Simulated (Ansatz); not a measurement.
## Sb under changes of volume

One of the cells (26.962 Å³/atom); the others are scaled copies at fixed shape and fractional positions:

```
Sb
1.0
    -1.57654    1.57654    2.71194
     1.57654   -1.57654    2.71194
     1.57654    1.57654   -2.71194
Sb
1
Cartesian
  0.0000 0.0000 0.0000
```

This isn't the form of Sb at room conditions, which is rhombohedral.

| Quantity | Value |
| --- | --- |
| Program | Ansatz 0.2.0 |
| Functional | PBE0 |
| Potentials or basis | Ansatz PAW |
| Cutoff | 420 eV (not typed: the program's choice for these potentials) |
| k mesh | 8 × 8 × 8 |
| Occupations | fermi-dirac, width 0.05 eV |
| Spin | no spin polarisation |

```tsv
volume (Å³/atom)	energy over the lowest point (meV/atom)	pressure (GPa)
25.344	?	?
25.883	5.32	2.4
26.423	0.13	0.8
26.962	0.00	-0.7
27.501	4.41	-1.9
28.040	12.91	-3.1
28.580	24.81	-3.7
```

**Question.** What does the run at 25.344 Å³/atom give?

**Answer.** Energy over the lowest point 16.18 meV/atom; pressure 4.1 GPa.

Worked out: A Birch-Murnaghan fit of order 3 (a polynomial in V^(-2/3)) to the other rows has its minimum at 26.70 Å³/atom with B0 = V·E''(V) = 71 GPa and B' = 5.2 at fixed shape and positions, which overstates the stiffness. It gives 16.36 meV/atom at 25.344 Å³/atom, against the run's 16.18, and -dE/dV = 4.2 GPa, against 4.1.

Energies are extrapolated to zero smearing.

Caveats: the PAW data sets come from PBE, with cores solved anew for the run's functional, which leaves a small shift of forces and pressure; the thresholds are loose for stress.
